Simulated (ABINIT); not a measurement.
Runs of ABINIT 10.8.3 (patched build) on P. Symmetry: Cmce, No. 64, orthorhombic system. The conventional cell has a = 3.295 Å, b = 10.930 Å, c = 4.544 Å, α = 90.00°, β = 90.00°, γ = 90.00°. P (site symmetry m) has 3 P at 2.20 to 2.25 Å as nearest neighbours. 

```csv
task,cell,cell freedom (optcell),optimiser (ionmov),cutoff smearing ecutsm (Ha),force stop (Ha/bohr),stop of the response cycle (tolvrs),gap on the mesh (eV),pressure (GPa)
relaxation of cell and atoms,relaxed,2,22,0.5,2e-05,-,0.12,0.0
phonons,cell relaxed at zero pressure by an earlier run,-,-,0.5,-,1e-08,0.12,0.0
single point,cell relaxed,-,-,-,-,-,0.12,0.0
single point,as given,-,-,-,-,-,0.09,(a)
```

Alike in all rows: level PBE; potentials or basis PseudoDojo NC SR PBE v0.5 stringent; no spin polarisation; k mesh 6 × 6 × 4; cutoff (eV) 490; smearing fermi-dirac 0.05 eV.

Problem. Fill in the values left out.

Solution. (a) 2.1.

Caveats: the mesh is coarse for a metal's response (some runs).

A k mesh can miss the band edges.
